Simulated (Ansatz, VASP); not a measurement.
# Cross-check of AsP between VASP and Ansatz, part 2 of 2

Wanted: the spread between two codes on one cell, functional and k mesh. The cell is generated by rule, not measured, and may not be a known phase. The cell is taken from a series of VASP runs on this material, whose earlier steps may have relaxed, scaled or displaced it; both programs get it as it stands.

VASP 6.6.1 and Ansatz 0.2.0.

So far. Step 2 (VASP: band structure, PBE): The run ends at a pressure of -4.16 GPa.

### 6. VASP: band structure, PBE, spin-orbit coupling

Level of this step: PBE, spin-orbit coupling; plane waves and PAW (As, P); invented cell (VASP).

With cell and atoms fixed, the geometry can't cause a difference; cores, projectors, grids and the points listed under the comparison can.

The input, INCAR:

```
SYSTEM = AsP
PREC = Accurate
ENCUT = 400
EDIFF = 1E-06
NELM = 100
ISMEAR = 0
SIGMA = 0.02
LREAL = .FALSE.
ALGO = Normal
GGA = PE
LNONCOLLINEAR = .TRUE.
MAGMOM = 0 0 0 0 0 0
NBANDS = 22
GGA_COMPAT = .FALSE.
LASPH = .TRUE.
LSORBIT = .TRUE.
LORBIT = 11
LWAVE = .FALSE.
LCHARG = .FALSE.
KPAR = 4
ISIF = 2
```

The input, POSCAR:

```
AsP
1.0
    0.0000000000      2.6500000000      2.6500000000
    2.6500000000      0.0000000000      2.6500000000
    2.6500000000      2.6500000000      0.0000000000
As P
1 1
Direct
    0.0000000000      0.0000000000      0.0000000000
    0.5000000000      0.5000000000      0.5000000000
```

The input, KPOINTS:

```
Automatic mesh
0
Gamma
10 10 10
0 0 0
```

The input, KPOINTS_OPT:

```
Line mode
16
Line-mode
Reciprocal
  0.00000000   0.00000000   0.00000000 GAMMA
  0.50000000   0.00000000   0.50000000 X

  0.50000000   0.00000000   0.50000000 X
  0.50000000   0.25000000   0.75000000 W

  0.50000000   0.25000000   0.75000000 W
  0.37500000   0.37500000   0.75000000 K

  0.37500000   0.37500000   0.75000000 K
  0.00000000   0.00000000   0.00000000 GAMMA

  0.00000000   0.00000000   0.00000000 GAMMA
  0.50000000   0.50000000   0.50000000 L

  0.50000000   0.50000000   0.50000000 L
  0.62500000   0.25000000   0.62500000 U

  0.62500000   0.25000000   0.62500000 U
  0.50000000   0.25000000   0.75000000 W

  0.50000000   0.25000000   0.75000000 W
  0.50000000   0.50000000   0.50000000 L

  0.50000000   0.50000000   0.50000000 L
  0.37500000   0.37500000   0.75000000 K

  0.62500000   0.25000000   0.62500000 U
  0.50000000   0.00000000   0.50000000 X
```

Potentials, in the order of the species: As and P (PBE family, release 64).

Started as:

```bash
$ mpirun -np 4 vasp_ncl
```

Numbers of over 12 decimals in the logs are rounded to 6 here.

The program printed:

```text
[... set-up lines as in an earlier step ...]
 entering main loop
       N       E                     dE             d eps       ncg     rms          rms(c)
DAV:   1     0.220295795678E+02    0.22030E+02   -0.35012E+03  2068   0.635E+02
DAV:   2    -0.831911275980E+01   -0.30349E+02   -0.29065E+02  2802   0.122E+02
DAV:   3    -0.971651461382E+01   -0.13974E+01   -0.13762E+01  2654   0.229E+01
DAV:   4    -0.972602613469E+01   -0.95115E-02   -0.95065E-02  2504   0.230E+00
[...]
DAV:  10    -0.970660976264E+01   -0.35679E-04   -0.51905E-05  2374   0.444E-02    0.279E-02
DAV:  11    -0.970661663101E+01   -0.68684E-05   -0.16622E-05  2376   0.267E-02    0.663E-03
DAV:  12    -0.970661702189E+01   -0.39089E-06   -0.17122E-06  2334   0.835E-03
   1 F= -.97066170E+01 E0= -.97063923E+01  d E =-.449526E-03  mag=    -0.0000     0.0000     0.0000
 Start KPOINTS_OPT (optional k-point list driver)
k-point batch [1-47\160]
       N       E                     dE             ncg
DAV:   1     0.145536092322E+04   -0.11305E+05     2068
DAV:   2     0.638301807050E+02   -0.13915E+04     2876
DAV:   3     0.749118794979E+01   -0.56339E+02     2604
DAV:   4     0.711080972348E+01   -0.38038E+00     2664
DAV:   5     0.710757009129E+01   -0.32396E-02     2648
DAV:   6     0.710752680243E+01   -0.43289E-04     2740
DAV:   7     0.710752618097E+01   -0.62146E-06     2270
[...]
k-point batch [142-160\160]
       N       E                     dE             ncg
DAV:   1     0.881637182142E+04   -0.57201E+04      836
DAV:   2     0.825139160568E+04   -0.56498E+03     1222
DAV:   3     0.823189313800E+04   -0.19498E+02     1068
DAV:   4     0.823178555591E+04   -0.10758E+00     1058
DAV:   5     0.823178461292E+04   -0.94299E-03     1050
DAV:   6     0.823178460004E+04   -0.12879E-04     1082
DAV:   7     0.823178459987E+04   -0.17420E-06      892
```

OUTCAR, selected parts (step 6):

```text
  Total       -1.0550793     -1.0550793     -1.0550793      0.0000000      0.0000000     -0.0000000
  in kB      -45.4180043    -45.4180043    -45.4180043      0.0000000      0.0000000     -0.0000000
  external PRESSURE =     -45.4180043 kB  Pullay stress =       0.0000000 kB

 POSITION                                       TOTAL-FORCE (eV/Angst)
 -----------------------------------------------------------------------------------
      0.00000      0.00000      0.00000        -0.000000      0.000000      0.000000
      2.65000      2.65000      2.65000         0.000000     -0.000000     -0.000000
 -----------------------------------------------------------------------------------
    total drift:                               -0.000000     -0.000000     -0.000000

  FREE ENERGIE OF THE ION-ELECTRON SYSTEM (eV)
  ---------------------------------------------------
  free  energy   TOTEN  =        -9.7066170219 eV

  energy  without entropy=       -9.7061674958  energy(sigma->0) =       -9.70639226

 magnetization (x)
# of ion       s       p       d       tot
------------------------------------------
    1        0.000  -0.000  -0.000  -0.000
    2        0.000  -0.000   0.000  -0.000
--------------------------------------------------
tot          0.000  -0.000  -0.000  -0.000

 magnetization (y)
# of ion       s       p       d       tot
------------------------------------------
    1        0.000  -0.000  -0.000  -0.000
    2        0.000   0.000   0.000   0.000
--------------------------------------------------
tot          0.000   0.000  -0.000   0.000

 magnetization (z)
# of ion       s       p       d       tot
------------------------------------------
    1        0.000   0.000  -0.000  -0.000
    2       -0.000  -0.000   0.000  -0.000
--------------------------------------------------
tot         -0.000  -0.000  -0.000  -0.000

[... 1 part as in an earlier step ...]

[... 2 further parts left out ...]
[key lines of the parts left out:]
E-fermi :   6.5581
```

The run ends at a pressure of -4.54 GPa.

### 7. Ansatz: band structure, PBE, spin-orbit coupling

The same cell, functional, mesh and smearing now go to Ansatz, which takes its cutoff from its data sets.

The cell is taken from a series of VASP runs on this material, whose earlier steps may have relaxed, scaled or displaced it; both programs get it as it stands.

The input, input.yaml:

```yaml
crystal:
  lattice:
    - [0.0, 2.65, 2.65]
    - [2.65, 0.0, 2.65]
    - [2.65, 2.65, 0.0]
  atoms:
    - { symbol: As, position: [0.0, 0.0, 0.0] }
    - { symbol: P, position: [0.5, 0.5, 0.5] }
hamiltonian:
  xc: pbe
  pseudopotentials: { kind: paw_fr }
magnetization:
  noncollinear: true
  spin_orbit: true
kpoints:
  mp_grid: { grid: [10, 10, 10] }
  band_path:
    path:
      - [0.0, 0.0, 0.0]
      - [0.16667, 0.0, 0.16667]
      - [0.33333, 0.0, 0.33333]
      - [0.5, 0.0, 0.5]
      - [0.5, 0.08333, 0.58333]
      - [0.5, 0.18333, 0.68333]
      - [0.5, 0.25, 0.75]
      - [0.45, 0.3, 0.75]
      - [0.40833, 0.34167, 0.75]
      - [0.35, 0.35, 0.7]
      - [0.225, 0.225, 0.45]
      - [0.075, 0.075, 0.15]
      - [0.03333, 0.03333, 0.03333]
      - [0.23333, 0.23333, 0.23333]
      - [0.4, 0.4, 0.4]
      - [0.51667, 0.46667, 0.51667]
      - [0.55833, 0.38333, 0.55833]
      - [0.60833, 0.28333, 0.60833]
      - [0.60833, 0.25, 0.64167]
      - [0.55833, 0.25, 0.69167]
      - [0.51667, 0.25, 0.73333]
      - [0.5, 0.3, 0.7]
      - [0.5, 0.38333, 0.61667]
      - [0.5, 0.48333, 0.51667]
      - [0.475, 0.475, 0.55]
      - [0.425, 0.425, 0.65]
      - [0.38333, 0.38333, 0.73333]
      - [0.59167, 0.18333, 0.59167]
      - [0.55, 0.1, 0.55]
      - [0.5, 0.0, 0.5]
    npoints: 1
scf:
  occupations: { method: gaussian, width: 0.02 }
  n_extra_bands: 14
output:
  forces: true
  stress: true
  eigenvalues: true
```

Started as:

```bash
$ ansatz run input.yaml --threads 2 --pin off --max-ram 4608MiB --backend cpu --events-out ev --progress --plain --runs-dir out
```

The program printed:

```text
[...]
non-collinear run that drives no moment, with spin-orbit: no starting moment large enough to seed its density (crystal.atoms[].spin), no starting occupations that ask for one, no magnetisation constraint and no magnetic field, so the semilocal B_xc is pinned to zero
Crystal: 2 atoms, lattice volume = 37.219 Å³
[...]
k-point 1: bands = [... 16 lower, 8.3208, 8.3208, 8.7964, 8.7964, 13.4425, 13.4425, 13.6382, 13.6382, ... 10 higher]
  k-point 2: bands = [... 16 lower, 8.3657, 8.3657, 9.4706, 9.4706, 12.1881, 12.1881, 12.3406, 12.3406, ... 10 higher]
  k-point 46: bands = [... 16 lower, 4.5548, 4.5548, 9.0939, 9.0939, 11.8249, 11.8249, 15.2253, 15.2253, ... 10 higher]
[key lines of the parts left out:]
SCF converged after 8 iterations
Magnetization: |M| = 0.0000 μB,  M = (+0.0000, +0.0000, +0.0000) μB
Free energy (F): -5611.598395 eV
Fermi energy:    10.159047 eV
P = ⅓ Tr σ = -4.5870 GPa (-45.870 kbar)
```

The job ended after 14 s (2 threads of Arm Neoverse N1, shared host; peak memory 0.45 GiB; 28 s of CPU time).

### 8. Differences

What differs besides the data sets and the points named for the pairs above, as far as they apply: spin-orbit coupling enters by fully relativistic files in Ansatz and inside the spheres in VASP; the data sets hold 20 valence electrons in Ansatz (fully relativistic PAW (standard-fr) files) and 10 in VASP. Total energies have different zeros and are not compared.

Both answers:

```
      quantity  Ansatz   VASP  difference
pressure (GPa)   -4.59  -4.54       -0.05
```

Levels from 3 eV below to 2 eV above the Fermi level differ by 2 meV r.m.s. and 4 meV at most; each VASP level is matched to the nearest of Ansatz, which flatters the figure a little. Ansatz's pressure holds a Pulay correction of 0.02 GPa; VASP's holds none.

### 9. What came out

| Property | Result |
| --- | --- |
| r.m.s. difference of levels near the Fermi level (band structure, PBE) | 1.2 meV |
| r.m.s. difference of levels near the Fermi level (band structure, PBE, spin-orbit coupling) | 1.6 meV |

What this shows: The r.m.s. difference of levels near the Fermi level is 1.6 meV (band structure, PBE, spin-orbit coupling), within the 80 meV picked in this series as the mark of a large difference. Band structure, PBE, Ansatz's all-electron LAPW method: the difference in pressure goes from -0.033 to -0.020 GPa. Such differences can come from data sets, numerical settings and the points named under the comparisons, not from the functional's error against experiment.

[Lines on the potential files, build, host, timing and source positions are cut from VASP's logs without a mark.]

[Logs are printed without paths, hosts, clocks, repeated set-up lines and the standing remarks that a program may print on its own settings, such as how far it seeks lower states.]

[Hosts, paths, dates, database ids (printed as entryN), source tags and the programs' standing remarks are cut or masked in the printed files.]
